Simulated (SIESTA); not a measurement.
## Te2Mo under changes of volume

One of the cells (133.495 Å³/atom); the others are scaled copies at fixed shape and fractional positions:

```xyz
6
Lattice="6.3616 0.0000 0.0000 0.0000 3.4804 0.0000 -0.0857 0.0000 36.1759" Properties=species:S:1:pos:R:3 pbc="T T T"
Te    2.6844    2.6103   19.5604
Te    3.5915    0.8701   16.6155
Te    5.8104    0.8701   20.1329
Te    0.4655    2.6103   16.0430
Mo    1.1110    0.8701   17.9963
Mo    5.1649    2.6103   18.1796
```

```yaml
Program: SIESTA 5.4.2
Functional: PBEsol
Potentials_or_basis: PseudoDojo 0.4 standard (PBEsol files)
Basis: DZP (energy shift 0.003 Ry; two zetas on semicore shells)
Grid_cutoff: 800 Ry
Energy_shift: 0.003 Ry
k_mesh: 3 × 6 × 1
Occupations: fermi-dirac, width 0.05 eV
Spin: no spin polarisation
```

```csv
volume (Å³/atom),energy over the lowest point (meV/atom),largest force (eV/Å)
125.485,30.72,1.638
128.155,12.57,1.205
130.825,2.56,0.791
133.495,0.00,0.416
136.165,4.03,0.104
138.835,?,?
141.505,28.62,0.530
```

Problem. What does the run at 138.835 Å³/atom give?

Solution. Energy over the lowest point 13.68 meV/atom; largest force 0.274 eV/Å.

Worked out: A Birch-Murnaghan fit of order 3 (a polynomial in V^(-2/3)) to the other rows has its minimum at 133.16 Å³/atom with B0 = V·E''(V) = 19.8 GPa and B' = 5.0 at fixed shape and positions, which overstates the stiffness. It gives 13.74 meV/atom at 138.835 Å³/atom, against the run's 13.68.

Energies are extrapolated to zero smearing.

Caveats: the basis of atomic orbitals isn't converged, which shifts pressures, moduli and gaps.
